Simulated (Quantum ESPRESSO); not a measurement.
# GaN (P6_3mc) in Quantum ESPRESSO: a series of runs, part 2 of 2

Quantum ESPRESSO 7.5. The steps go on from the part before.

## (4) Single point, PBEsol, 10.86 Å³/atom

pw.in reads:

```
&CONTROL
  calculation = 'scf'
  prefix = 'pwscf'
  outdir = './tmp'
  pseudo_dir = './pseudo'
  tprnfor = .true.
  tstress = .true.
  disk_io = 'nowf'
/
&SYSTEM
  ibrav = 0
  nat = 4
  ntyp = 2
  ecutwfc = 84
  nbnd = 26
  occupations = 'smearing'
  smearing = 'fd'
  degauss = 0.00367493
/
&ELECTRONS
  conv_thr = 8d-10
  electron_maxstep = 120
  mixing_beta = 0.5
/
ATOMIC_SPECIES
Ga    69.7230 Ga.upf
N     14.0070 N.upf
CELL_PARAMETERS angstrom
   3.1370217585    0.0000000000    0.0000000000
  -1.5685108793    2.7167405351    0.0000000000
   0.0000000000    0.0000000000    5.0961806304
ATOMIC_POSITIONS crystal
Ga     0.6666666667    0.3333333333    0.5000000000
Ga     0.3333333333    0.6666666667    0.0000000000
N      0.6666666667    0.3333333333    0.8750000000
N      0.3333333333    0.6666666667    0.3750000000
K_POINTS automatic
10 10 5 0 0 0
```

On the command line:

```console
> OMP_NUM_THREADS=1 pw.x -in pw.in > pw.out
```

It took 55 s on 1 thread of Arm Neoverse V1, shared host; peak memory 0.12 GiB.

The run converged. Its results:

* Free energy: -4720.0658 eV
* Pressure: 9.9 GPa
* Largest force: 0.144 eV/Å
* Band gap on the k mesh: 2.22 eV, direct

## (5) Single point, PBEsol, 11.08 Å³/atom

Edit pw.in of step 4 so:

```diff
@@ -28,5 +28,5 @@
 CELL_PARAMETERS angstrom
-   3.1370217585    0.0000000000    0.0000000000
-  -1.5685108793    2.7167405351    0.0000000000
-   0.0000000000    0.0000000000    5.0961806304
+   3.1586570750    0.0000000000    0.0000000000
+  -1.5793285375    2.7354772688    0.0000000000
+   0.0000000000    0.0000000000    5.1313278144
 ATOMIC_POSITIONS crystal
```

On the command line:

```console
> OMP_NUM_THREADS=1 pw.x -in pw.in > pw.out
```

Wall time 57 s (1 thread of Arm Neoverse V1, shared host); peak memory 0.13 GiB.

It converged, with:

* Free energy: -4720.1085 eV
* Pressure: 5.3 GPa
* Largest force: 0.138 eV/Å
* Band gap on the k mesh: 2.09 eV, direct

## (6) Single point, PBEsol, 11.31 Å³/atom

Edit pw.in of step 5 so:

```diff
@@ -28,5 +28,5 @@
 CELL_PARAMETERS angstrom
-   3.1586570750    0.0000000000    0.0000000000
-  -1.5793285375    2.7354772688    0.0000000000
-   0.0000000000    0.0000000000    5.1313278144
+   3.1800000000    0.0000000000    0.0000000000
+  -1.5900000000    2.7539607840    0.0000000000
+   0.0000000000    0.0000000000    5.1660000000
 ATOMIC_POSITIONS crystal
```

Potentials or basis: PseudoDojo 0.4.1 SR PBEsol standard.

On the command line:

```console
> OMP_NUM_THREADS=1 pw.x -in pw.in > pw.out
```

It took 56 s on 1 thread of Arm Neoverse V1, shared host; peak memory 0.12 GiB.

Results (log left out):

```
Free energy            : -4720.1268 eV
Pressure               : 1.2 GPa
Largest force          : 0.133 eV/Å
Band gap on the k mesh : 1.95 eV, direct
```

## (7) Single point, PBEsol, 11.54 Å³/atom

Edit pw.in of step 6 so:

```diff
@@ -28,5 +28,5 @@
 CELL_PARAMETERS angstrom
-   3.1800000000    0.0000000000    0.0000000000
-  -1.5900000000    2.7539607840    0.0000000000
-   0.0000000000    0.0000000000    5.1660000000
+   3.2010602164    0.0000000000    0.0000000000
+  -1.6005301082    2.7721994664    0.0000000000
+   0.0000000000    0.0000000000    5.2002129176
 ATOMIC_POSITIONS crystal
```

On the command line:

```console
> OMP_NUM_THREADS=1 pw.x -in pw.in > pw.out
```

It took 56 s on 1 thread of Arm Neoverse V1, shared host; peak memory 0.12 GiB.

It converged, with:

| Item | Value |
| --- | --- |
| Free energy | -4720.1232 eV |
| Pressure | -2.4 GPa |
| Largest force | 0.127 eV/Å |
| Band gap on the k mesh | 1.82 eV, direct |

## (8) Single point, PBEsol, 11.76 Å³/atom

Edit pw.in of step 7 so:

```diff
@@ -28,5 +28,5 @@
 CELL_PARAMETERS angstrom
-   3.2010602164    0.0000000000    0.0000000000
-  -1.6005301082    2.7721994664    0.0000000000
-   0.0000000000    0.0000000000    5.2002129176
+   3.2218469041    0.0000000000    0.0000000000
+  -1.6109234521    2.7902012661    0.0000000000
+   0.0000000000    0.0000000000    5.2339814801
 ATOMIC_POSITIONS crystal
```

On the command line:

```console
> OMP_NUM_THREADS=1 pw.x -in pw.in > pw.out
```

Run time: 56 s. Hardware: 1 thread of Arm Neoverse V1, shared host; peak memory 0.13 GiB.

It converged, with:

```yaml
Free_energy: -4720.0999 eV
Pressure: -5.7 GPa
Largest_force: 0.122 eV/Å
Band_gap_on_the_k_mesh: 1.68 eV, direct
```

## (9) Single point, PBEsol, 11.99 Å³/atom

Edit pw.in of step 8 so:

```diff
@@ -28,5 +28,5 @@
 CELL_PARAMETERS angstrom
-   3.2218469041    0.0000000000    0.0000000000
-  -1.6109234521    2.7902012661    0.0000000000
-   0.0000000000    0.0000000000    5.2339814801
+   3.2423687753    0.0000000000    0.0000000000
+  -1.6211843877    2.8079737278    0.0000000000
+   0.0000000000    0.0000000000    5.2673198406
 ATOMIC_POSITIONS crystal
```

Potentials or basis: PseudoDojo 0.4.1 SR PBEsol standard.

On the command line:

```console
> OMP_NUM_THREADS=1 pw.x -in pw.in > pw.out
```

It took 69 s on 1 thread of Arm Neoverse V1, shared host; peak memory 0.13 GiB.

The run converged. Its results:

```
Free energy            : -4720.0590 eV
Pressure               : -8.7 GPa
Largest force          : 0.117 eV/Å
Band gap on the k mesh : 1.56 eV, direct
```

## (10) Equation of state, PBEsol

No new run: the results of the series are fitted here.

Results:

```
Equilibrium volume                        : 11.38 Å³/atom
Bulk modulus at fixed shape and positions : 188 GPa
Pressure derivative of the bulk modulus   : 4.4
```

Energy against volume, from the lowest point:
```tsv
volume (Å³/atom)	energy (meV/atom)
10.632	32.67
10.858	15.24
11.084	4.57
11.310	0.00
11.537	0.90
11.763	6.71
11.989	16.94
```

Caveat: the cell was scaled at fixed shape and fractional positions, which overstates the stiffness of a crystal with free parameters, most of all of layers and chains.

## (11) How close it comes

Step 2. Measured gap of GaN: 3.503 eV (direct; quoted in “Studying electronic properties in GaN without electrical contacts using γ-γ vs e−-γ Perturbed Angular Correlations”, 2019, pmc:6823545). This calculation gives 2.00 eV (-1.50 eV). The value is that of PBE, without temperature or zero-point motion. Semilocal functionals fall short of measured gaps as a rule.
